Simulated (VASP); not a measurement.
# BN (F-43m) in VASP: notebook

Runs on BN. Level: PBE. Tasks: single point.

Program: VASP 6.6.1. These are calculated values, not measurements. Logs are shortened: lines on timing, memory, paths and dates and some standing lists are left out, and cuts for length are marked.

**1. The structure**

It takes space group F-43m (No. 216, cubic). Conventional cell: a = 3.626 Å, b = 3.626 Å, c = 3.626 Å, α = 90.00°, β = 90.00°, γ = 90.00°. Around B (site symmetry -43m) lie 4 N at 1.57 Å. Around N (site symmetry -43m) lie 4 B at 1.57 Å.

**2. Single point, PBE**

INCAR

```
SYSTEM = BN
ALGO     = Fast           ! electronic algorithm
EDIFF    = 1E-7           ! SCF threshold, eV
ENCUT    = 520            ! plane-wave cutoff, eV
GGA      = PE             ! functional
ISIF     = 2              ! what is computed and relaxed
ISMEAR   = 0              ! smearing method
LASPH    = .TRUE.         ! aspherical terms in the spheres
LCHARG   = .FALSE.        ! write CHGCAR
LREAL    = .FALSE.        ! projectors in reciprocal space
LWAVE    = .FALSE.        ! write WAVECAR
NBANDS   = 11             ! bands
NELM     = 80             ! most SCF steps
PREC     = Accurate       ! precision mode
SIGMA    = 0.02           ! smearing width, eV
```

KPOINTS

```
k-points
0
G
  6 6 6
  0 0 0
```

POSCAR

```
BN                                      
1.0
    0.0000000000      1.8127724699      1.8127724699
    1.8127724699      0.0000000000      1.8127724699
    1.8127724699      1.8127724699      0.0000000000
  B               N             
     1     1
Direct
     0.0000000000000000    0.0000000000000000    0.0000000000000000
     0.2500000000000000    0.2500000000000000    0.2500000000000000
```

Potentials or basis: VASP PAW PBE potentials, release 64 (B, N).

Command:

```bash
$ cat potpaw_PBE.64/B/POTCAR potpaw_PBE.64/N/POTCAR > POTCAR
$ mpirun -np 1 vasp_std > vasp.out
```

OUTCAR:

```text
SYSTEM = BN
   EDIFF = 1E-7
   ENCUT = 520
   GGA = PE
   ISIF = 2
   ISMEAR = 0
   LASPH = .TRUE.
   LREAL = .FALSE.
   NELM = 80
   PREC = Accurate

 ion  position               nearest neighbor table
   1  0.000  0.000  0.000-   2 1.57   2 1.57   2 1.57   2 1.57
   2  0.250  0.250  0.250-   1 1.57   1 1.57   1 1.57   1 1.57

  LATTYP: Found a face centered cubic cell.
 ALAT       =     3.6255449398

  Lattice vectors:

 A1 = (   0.0000000000,   1.8127724699,   1.8127724699)
 A2 = (   1.8127724699,   0.0000000000,   1.8127724699)
 A3 = (   1.8127724699,   1.8127724699,   0.0000000000)

Analysis of symmetry for initial positions (statically):
=====================================================================
 Subroutine PRICEL returns:
 Original cell was already a primitive cell.

 Routine SETGRP: Setting up the symmetry group for a
 face centered cubic supercell.

 Subroutine GETGRP returns: Found 24 space group operations
 (whereof 24 operations were pure point group operations)
 out of a pool of 48 trial point group operations.

The static configuration has the point symmetry T_d .

Analysis of symmetry for dynamics (positions and initial velocities):
=====================================================================
 Subroutine PRICEL returns:
 Original cell was already a primitive cell.

 Routine SETGRP: Setting up the symmetry group for a
 face centered cubic supercell.

 Subroutine GETGRP returns: Found 24 space group operations
 (whereof 24 operations were pure point group operations)
 out of a pool of 48 trial point group operations.

The dynamic configuration has the point symmetry T_d .

 Subroutine INISYM returns: Found 24 space group operations
 (whereof 24 operations are pure point group operations),
 and found     1 'primitive' translations

----------------------------------------------------------------------------------------

                                     Primitive cell

  volume of cell :      11.9141

  direct lattice vectors                    reciprocal lattice vectors
     0.000000000  1.812772470  1.812772470    -0.275820605  0.275820605  0.275820605
     1.812772470  0.000000000  1.812772470     0.275820605 -0.275820605  0.275820605
     1.812772470  1.812772470  0.000000000     0.275820605  0.275820605 -0.275820605

  length of vectors
     2.563647412  2.563647412  2.563647412     0.477735302  0.477735302  0.477735302

  position of ions in fractional coordinates (direct lattice)
     0.000000000  0.000000000  0.000000000
     0.250000000  0.250000000  0.250000000
[... 78 lines left out ...]
   PSTRESS=    0.0 pullay stress
   NELECT =       8.0000    total number of electrons
   NUPDOWN=      -1.0000    fix difference up-down
   EMIN   =  10.00;   EMAX   =-10.00  energy-range for DOS
   EFERMI =   0.00;   METHOD = LEGACY
   ISMEAR =     0;   SIGMA  =   0.02  broadening in eV -4-tet -1-fermi 0-gaus
   EFERMI_NEDOS =   21; number of points for ismear=-14 and -15
   IALGO  =     68    algorithm
   IMIX   =      4    mixing-type and parameters
     AMIX     =   0.40;   BMIX     =  1.00
     AMIX_MAG =   1.60;   BMIX_MAG =  1.00
  volume/ion in A,a.u.               =       5.96        40.20
  Fermi-wavevector in a.u.,A,eV,Ry     =   1.433568  2.709050 27.961554  2.055116
  Thomas-Fermi vector in A             =   2.553072
   LORBIT       =      0    0 simple, 1 ext, 2 COOP (PROOUT), +10 PAW based schemes
   GGA     = PE    functional components
   LHFCALC =     F    Hartree Fock is set to
   AEXX    =    0.0000 exact exchange contribution
   IVDW    =     0    specifies the selected vdW correction
   LEPSILON=     F    determine dielectric tensor
   LRPA    =     F    only Hartree local field effects (RPA)
 non-spin polarized calculation
 RMM-DIIS sequential band-by-band and
 Gauss-broadening in eV      SIGMA  =   0.02
  energy-cutoff  :      520.00
  volume of cell :       11.91
 maximum number of plane-waves:       332
   NGX =  9   NGY =  9   NGZ =  9

 number of electron       7.9999999 magnetization

 Free energy of the ion-electron system (eV)
  ---------------------------------------------------
  ext. energy  EPLUGINS =         0.00000000
  ---------------------------------------------------
  free energy    TOTEN  =       -17.44705271 eV

  energy without entropy =      -17.44705271  energy(sigma->0) =      -17.44705271

 E-fermi :   7.3866     XC(G=0): -12.7781

 val. band max:        7.2986142164   @ k =   0.0000   0.0000   0.0000
 cond. band min:      11.7466790770   @ k =   0.5000   0.5000   0.0000
 fundamental gap:      4.4480648606
 Fermi energy:         7.3865968133

 k-point     1 :       0.0000    0.0000    0.0000
  band No.  band energies     occupation
      1     -12.8342      2.00000
      2       7.2986      2.00000
      3       7.2986      2.00000
      4       7.2986      2.00000
      5      16.0746      0.00000
      6      16.0746      0.00000
      7      16.0746      0.00000
      8      17.5056      0.00000
      9      31.8849      0.00000
     10      34.9584      0.00000
     11      34.9591      0.00000
[... 197 lines left out ...]
 k-point    16 :      -0.3333    0.5000    0.1667
  band No.  band energies     occupation
      1      -7.0796      2.00000
      2      -0.8414      2.00000
      3       1.1563      2.00000
      4       1.2040      2.00000
      5      15.0365      0.00000
      6      19.2444      0.00000
      7      22.2682      0.00000
      8      23.9645      0.00000
      9      26.7398      0.00000
     10      33.0132      0.00000
     11      37.3519      0.00000

------------------------ aborting loop because EDIFF is reached ----------------------------------------

  FORCE on cell =-STRESS in cart. coord.  units (eV):
  Direction    XX          YY          ZZ          XY          YZ          ZX
  --------------------------------------------------------------------------------------
  -------------------------------------------------------------------------------------
  Total        0.0004252      0.0004252      0.0004252      0.0000000     -0.0000000      0.0000000
  in kB        0.0571790      0.0571790      0.0571790      0.0000000     -0.0000000      0.0000000
  external PRESSURE =       0.0571790 kB  Pullay stress =       0.0000000 kB

 VOLUME and BASIS-vectors are now :
 -----------------------------------------------------------------------------
  energy-cutoff  :      520.00
  volume of cell :       11.91
      direct lattice vectors                 reciprocal lattice vectors
     0.000000000  1.812772470  1.812772470    -0.275820605  0.275820605  0.275820605
     1.812772470  0.000000000  1.812772470     0.275820605 -0.275820605  0.275820605
     1.812772470  1.812772470  0.000000000     0.275820605  0.275820605 -0.275820605

 POSITION                                       TOTAL-FORCE (eV/Angst)
 -----------------------------------------------------------------------------------
      0.00000      0.00000      0.00000        -0.000000     -0.000000     -0.000000
      0.90639      0.90639      0.90639         0.000000      0.000000      0.000000
 -----------------------------------------------------------------------------------
    total drift:                                0.000000      0.000000      0.000000

  FREE ENERGIE OF THE ION-ELECTRON SYSTEM (eV)
  ---------------------------------------------------
  free  energy   TOTEN  =       -17.4470527137 eV

  energy  without entropy=      -17.4470527137  energy(sigma->0) =      -17.44705271
```

Wall time 3 s (1 thread of Intel Xeon Platinum 8259CL at 2.50GHz (Skylake/Cascade Lake), shared host); peak memory 0.11 GiB.

Results:

| Quantity | Value |
| --- | --- |
| Free energy | -17.4471 eV |
| Pressure | 0.0 GPa |
| Band gap on the k mesh | 4.45 eV, indirect (least direct gap 8.78 eV) |

Caveat: the k mesh is coarse (spacing up to 0.50 Å⁻¹), so the values aren't converged. Expect the measured gap to be larger: semilocal functionals such as PBE lack the derivative discontinuity.

**3. Single point, PBE (a relaxed cell with its volume scaled by 0.97)**

INCAR is that of step 2.

KPOINTS is that of step 2.

POSCAR

```
BN                                      
1.0
    0.0000000000      1.7944603849      1.7944603849
    1.7944603849      0.0000000000      1.7944603849
    1.7944603849      1.7944603849      0.0000000000
  B               N             
     1     1
Direct
     0.0000000000000000    0.0000000000000000    0.0000000000000000
     0.2500000000000000    0.2500000000000000    0.2500000000000000
```

Potentials or basis: VASP PAW PBE potentials, release 64 (B, N).

Command:

```bash
$ cat potpaw_PBE.64/B/POTCAR potpaw_PBE.64/N/POTCAR > POTCAR
$ mpirun -np 1 vasp_std > vasp.out
```

OUTCAR:

```text
SYSTEM = BN
   EDIFF = 1E-7
   ENCUT = 520
   GGA = PE
   ISIF = 2
   ISMEAR = 0
   LASPH = .TRUE.
   LREAL = .FALSE.
   NELM = 80
   PREC = Accurate

 ion  position               nearest neighbor table
   1  0.000  0.000  0.000-   2 1.55   2 1.55   2 1.55   2 1.55
   2  0.250  0.250  0.250-   1 1.55   1 1.55   1 1.55   1 1.55

  LATTYP: Found a face centered cubic cell.
 ALAT       =     3.5889207698

  Lattice vectors:

 A1 = (   0.0000000000,   1.7944603849,   1.7944603849)
 A2 = (   1.7944603849,   0.0000000000,   1.7944603849)
 A3 = (   1.7944603849,   1.7944603849,   0.0000000000)

Analysis of symmetry for initial positions (statically):
=====================================================================
 Subroutine PRICEL returns:
 Original cell was already a primitive cell.

 Routine SETGRP: Setting up the symmetry group for a
 face centered cubic supercell.

 Subroutine GETGRP returns: Found 24 space group operations
 (whereof 24 operations were pure point group operations)
 out of a pool of 48 trial point group operations.

The static configuration has the point symmetry T_d .

Analysis of symmetry for dynamics (positions and initial velocities):
=====================================================================
 Subroutine PRICEL returns:
 Original cell was already a primitive cell.

 Routine SETGRP: Setting up the symmetry group for a
 face centered cubic supercell.

 Subroutine GETGRP returns: Found 24 space group operations
 (whereof 24 operations were pure point group operations)
 out of a pool of 48 trial point group operations.

The dynamic configuration has the point symmetry T_d .

 Subroutine INISYM returns: Found 24 space group operations
 (whereof 24 operations are pure point group operations),
 and found     1 'primitive' translations

----------------------------------------------------------------------------------------

                                     Primitive cell

  volume of cell :      11.5566

  direct lattice vectors                    reciprocal lattice vectors
     0.000000000  1.794460385  1.794460385    -0.278635296  0.278635296  0.278635296
     1.794460385  0.000000000  1.794460385     0.278635296 -0.278635296  0.278635296
     1.794460385  1.794460385  0.000000000     0.278635296  0.278635296 -0.278635296

  length of vectors
     2.537750213  2.537750213  2.537750213     0.482610489  0.482610489  0.482610489

  position of ions in fractional coordinates (direct lattice)
     0.000000000  0.000000000  0.000000000
     0.250000000  0.250000000  0.250000000

  ion indices of the primitive-cell ions
   primitive index   ion index
                 1           1
                 2           2

----------------------------------------------------------------------------------------

 KPOINTS: k-points

Automatic generation of k-mesh.
 Grid dimensions read from file:
 generate k-points for:    6    6    6

 Generating k-lattice:

  Cartesian coordinates                     Fractional coordinates (reciprocal lattice)
    -0.046439216  0.046439216  0.046439216     0.166666667  0.000000000  0.000000000
     0.046439216 -0.046439216  0.046439216     0.000000000  0.166666667  0.000000000
     0.046439216  0.046439216 -0.046439216     0.000000000  0.000000000  0.166666667

  Length of vectors
     0.080435081  0.080435081  0.080435081

  Shift w.r.t. Gamma in fractional coordinates (k-lattice)
     0.000000000  0.000000000  0.000000000

 Subroutine IBZKPT returns following result:
 ===========================================

 Found     16 irreducible k-points:

 Following reciprocal coordinates:
            Coordinates               Weight
  0.000000  0.000000  0.000000      1.000000
  0.166667  0.000000  0.000000      8.000000
  0.333333  0.000000  0.000000      8.000000
  0.500000  0.000000  0.000000      4.000000
  0.166667  0.166667  0.000000      6.000000
  0.333333  0.166667  0.000000     24.000000
[... 8 lines left out ...]
 -0.333333  0.333333  0.166667     24.000000
 -0.333333  0.500000  0.166667     12.000000
   k-points           NKPTS =     16   k-points in BZ     NKDIM =     16   number of bands    NBANDS=     11
   number of dos      NEDOS =    301   number of ions     NIONS =      2
   total plane-waves  NPLWV =   8000
   dimension x,y,z NGX =    20 NGY =   20 NGZ =   20
   dimension x,y,z NGXF=    40 NGYF=   40 NGZF=   40
   ions per type =               1   1
   NGX,Y,Z   is equivalent  to a cutoff of  13.10, 13.10, 13.10 a.u.
   NGXF,Y,Z  is equivalent  to a cutoff of  26.20, 26.20, 26.20 a.u.
 SYSTEM =  BN
   PREC   = accura    normal or accurate (medium, high low for compatibility)
   ISTART =      0    job   : 0-new  1-cont  2-samecut
   ICHARG =      2    charge: 1-file 2-atom 10-const
   ISPIN  =      1    spin polarized calculation?
   LNONCOLLINEAR =      F non collinear calculations
   LSORBIT =      F    spin-orbit coupling
   LASPH  =      T    aspherical Exc in radial PAW
   ENCUT  =  520.0 eV  38.22 Ry    6.18 a.u.   4.72  4.72  4.72*2*pi/ulx,y,z
   NELM   =     80;   NELMIN=  2; NELMDL= -5     # of ELM steps
   EDIFF  = 0.1E-06   stopping-criterion for ELM
   LREAL  =      F    real-space projection
   EDIFFG = 0.1E-05   stopping-criterion for IOM
   NSW    =      0    number of steps for IOM
   IBRION =     -1    ionic relax: 0-MD 1-quasi-New 2-CG
   NFREE  =      0    steps in history (QN), initial steepest desc. (CG)
   ISIF   =      2    stress and relaxation
   ISYM   =      2    0-nonsym 1-usesym 2-fastsym
   POTIM  = 0.5000    time-step for ionic-motion
   TEBEG  =    0.0;   TEEND  =   0.0 temperature during run
   PSTRESS=    0.0 pullay stress
   NELECT =       8.0000    total number of electrons
   NUPDOWN=      -1.0000    fix difference up-down
   EMIN   =  10.00;   EMAX   =-10.00  energy-range for DOS
   EFERMI =   0.00;   METHOD = LEGACY
   ISMEAR =     0;   SIGMA  =   0.02  broadening in eV -4-tet -1-fermi 0-gaus
   EFERMI_NEDOS =   21; number of points for ismear=-14 and -15
   IALGO  =     68    algorithm
   IMIX   =      4    mixing-type and parameters
     AMIX     =   0.40;   BMIX     =  1.00
     AMIX_MAG =   1.60;   BMIX_MAG =  1.00
  volume/ion in A,a.u.               =       5.78        38.99
  Fermi-wavevector in a.u.,A,eV,Ry     =   1.448197  2.736695 28.535149  2.097274
  Thomas-Fermi vector in A             =   2.566065
   LORBIT       =      0    0 simple, 1 ext, 2 COOP (PROOUT), +10 PAW based schemes
   GGA     = PE    functional components
   LHFCALC =     F    Hartree Fock is set to
   AEXX    =    0.0000 exact exchange contribution
   IVDW    =     0    specifies the selected vdW correction
   LEPSILON=     F    determine dielectric tensor
   LRPA    =     F    only Hartree local field effects (RPA)
 non-spin polarized calculation
 RMM-DIIS sequential band-by-band and
 Gauss-broadening in eV      SIGMA  =   0.02
  energy-cutoff  :      520.00
  volume of cell :       11.56
 maximum number of plane-waves:       331
   NGX =  9   NGY =  9   NGZ =  9

 number of electron       7.9999998 magnetization

 Free energy of the ion-electron system (eV)
  ---------------------------------------------------
  ext. energy  EPLUGINS =         0.00000000
  ---------------------------------------------------
  free energy    TOTEN  =       -17.43327264 eV

  energy without entropy =      -17.43327264  energy(sigma->0) =      -17.43327264

 E-fermi :   7.9037     XC(G=0): -12.9288

 val. band max:        7.6757119620   @ k =   0.0000   0.0000   0.0000
 cond. band min:      12.1558602911   @ k =   0.5000   0.5000   0.0000
 fundamental gap:      4.4801483292
 Fermi energy:         7.9037255991

 k-point     1 :       0.0000    0.0000    0.0000
  band No.  band energies     occupation
      1     -12.8054      2.00000
      2       7.6757      2.00000
      3       7.6757      2.00000
      4       7.6757      2.00000
      5      16.5968      0.00000
      6      16.5968      0.00000
      7      16.5968      0.00000
      8      18.3802      0.00000
      9      32.8368      0.00000
     10      35.7080      0.00000
     11      35.7087      0.00000
[... 197 lines left out ...]
 k-point    16 :      -0.3333    0.5000    0.1667
  band No.  band energies     occupation
      1      -6.8462      2.00000
      2      -0.6440      2.00000
      3       1.3534      2.00000
      4       1.3807      2.00000
      5      15.5252      0.00000
      6      19.8645      0.00000
      7      23.0388      0.00000
      8      24.7713      0.00000
      9      27.5794      0.00000
     10      33.9574      0.00000
     11      38.2135      0.00000

------------------------ aborting loop because EDIFF is reached ----------------------------------------

  FORCE on cell =-STRESS in cart. coord.  units (eV):
  Direction    XX          YY          ZZ          XY          YZ          ZX
  --------------------------------------------------------------------------------------
  -------------------------------------------------------------------------------------
  Total        0.8690356      0.8690356      0.8690356     -0.0000000     -0.0000000      0.0000000
  in kB      120.4804384    120.4804384    120.4804384     -0.0000000     -0.0000000      0.0000000
  external PRESSURE =     120.4804384 kB  Pullay stress =       0.0000000 kB

 VOLUME and BASIS-vectors are now :
 -----------------------------------------------------------------------------
  energy-cutoff  :      520.00
  volume of cell :       11.56
      direct lattice vectors                 reciprocal lattice vectors
     0.000000000  1.794460385  1.794460385    -0.278635296  0.278635296  0.278635296
     1.794460385  0.000000000  1.794460385     0.278635296 -0.278635296  0.278635296
     1.794460385  1.794460385  0.000000000     0.278635296  0.278635296 -0.278635296

 POSITION                                       TOTAL-FORCE (eV/Angst)
 -----------------------------------------------------------------------------------
      0.00000      0.00000      0.00000        -0.000000      0.000000     -0.000000
      0.89723      0.89723      0.89723         0.000000     -0.000000      0.000000
 -----------------------------------------------------------------------------------
    total drift:                                0.000000      0.000000      0.000000

  FREE ENERGIE OF THE ION-ELECTRON SYSTEM (eV)
  ---------------------------------------------------
  free  energy   TOTEN  =       -17.4332726398 eV

  energy  without entropy=      -17.4332726398  energy(sigma->0) =      -17.43327264
```

Wall time 3.1 s (1 thread of Intel Xeon Platinum 8259CL at 2.50GHz (Skylake/Cascade Lake), shared host); peak memory 0.11 GiB.

Results:

| Quantity | Value |
| --- | --- |
| Free energy | -17.4333 eV |
| Pressure | 12.0 GPa |
| Band gap on the k mesh | 4.48 eV, indirect (least direct gap 8.92 eV) |

Caveat: the k mesh is coarse (spacing up to 0.51 Å⁻¹), so the values aren't converged. A k mesh can miss the band edges.

(Continued in part 2 of 3.)
